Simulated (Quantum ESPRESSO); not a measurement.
## TaN: zone-centre phonons under several settings

```
Ta N
1.0
     0.00000    2.21132    2.21132
     2.21132    0.00000    2.21132
     2.21132    2.21132    0.00000
Ta N
1 1
Direct
  0.50000 0.50000 0.50000
  0.00000 0.00000 0.00000
```

The cell comes from a database or a generator and needn't be the stable form of this composition.

All runs used Quantum ESPRESSO 7.5; k mesh 7 × 7 × 7; given cell, atoms relaxed; no spin polarisation; occupations cold, width 0.2 eV.

| level | potentials | cutoff (eV) | pressure (GPa) | lowest optical mode without the field (cm⁻¹) |
| --- | --- | --- | --- | --- |
| PBE | JTH 2.0 PBE | 707 | -1.9 | 282 |
| PBE | GBRV 1.5 PBE | 762 | -1.5 | 290 |
| PBE | SSSP 1.3 efficiency PBE | 816 | -1.9 | 289 |
| PBE | PseudoDojo 0.4.1 SR PBE standard | 1143 | -1.8 | 286 |
| PBE | SPMS 1.0 PBE | 1197 | ? | ? |
| PBE | SG15 PBE 1.2 | 1197 | -1.6 | 292 |
| PBE | Ansatz NC SR PBE | 1238 | -1.2 | 285 |

Q: What stands in the row left open?

A: Pressure -1.7 GPa; lowest optical mode without the field 286 cm⁻¹.

Caveats: the mesh is thin for the phonons of a metal; before the sum rule the acoustic modes lie tens of cm⁻¹ from zero, a sign that the density grid also shifts the optical modes (some runs).

For the row left open. Caveat: the k mesh is coarse; the mesh is thin for the phonons of a metal.

The runs don't all hold the same shells in valence.
